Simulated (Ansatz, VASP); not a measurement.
NaF: VASP beside Ansatz

File INCAR:

```
SYSTEM = NaF
PREC = Accurate ; ENCUT = 520
EDIFF = 1E-6 ; ISMEAR = 0
SIGMA = 0.05 ; LREAL = .FALSE.
LASPH = .TRUE. ; NELM = 100
ALGO = Normal ; ISIF = 2
LWAVE = .FALSE. ; LCHARG = .TRUE.
LELF = .TRUE. ; LVHAR = .TRUE.
NBANDS = 14
```

File KPOINTS:

```
regular mesh
0
G
  4 4 4
  0 0 0
```

The input POSCAR:

```
NaF
1.0
   -0.1110753671      2.2691110705      2.2691110705
    2.2691110705     -0.1110753671      2.2691110705
    2.2691110705      2.2691110705     -0.1110753671
Na F
1 1
Direct
    0.0000000000      0.0000000000      0.0000000000
    0.5000000000      0.5000000000      0.5000000000
```

Input for Ansatz:

```yaml
crystal:
  lattice:
    - [-0.1110753671, 2.2691110705, 2.2691110705]
    - [2.2691110705, -0.1110753671, 2.2691110705]
    - [2.2691110705, 2.2691110705, -0.1110753671]
  atoms:
    - { symbol: Na, position: [0.0, 0.0, 0.0] }
    - { symbol: F, position: [0.5, 0.5, 0.5] }
basis:
  ecutwfc: 420
kpoints:
  mp_grid: { grid: [4, 4, 4] }
hamiltonian:
  xc: lda
scf:
  occupations: { method: gaussian, width: 0.05 }
output:
  forces: true
  stress: true
  eigenvalues: true
```

Alike in both runs: task single point; functional LDA; k mesh 4 × 4 × 4; occupations gaussian, width 0.05 eV; no spin polarisation.

|  | VASP | Ansatz |
| --- | --- | --- |
| version | VASP 6.6.1 | Ansatz 0.2.0 |
| potentials or method | VASP PAW LDA potentials, release 64 (Na_pv, F) | scalar-relativistic, plane waves, PAW |
| plane-wave cutoff (eV) | 520 | 420 |
| valence electrons in the cell | 14 | 16 |

Ansatz gave:

| Quantity | Value |
| --- | --- |
| gap on the k mesh at the Fermi level (eV) | 5.79 |
| least direct gap on the mesh (eV) | 5.79 |
| pressure (GPa) | -4.7 |
| largest component of the traceless stress (GPa) | 1.21 |

Problem. Estimate VASP's values.

Solution. gap on the k mesh at the Fermi level (eV): 5.77; least direct gap on the mesh (eV): 5.77; pressure (GPa): -4.8; largest component of the traceless stress (GPa): 1.21.

The two sets of potentials don't hold the same shells in valence.

Caveats: the k mesh is coarse (spacing up to 0.58 Å⁻¹), so the values aren't converged. LDA gaps usually lie below the measured ones, often by a third to a half.
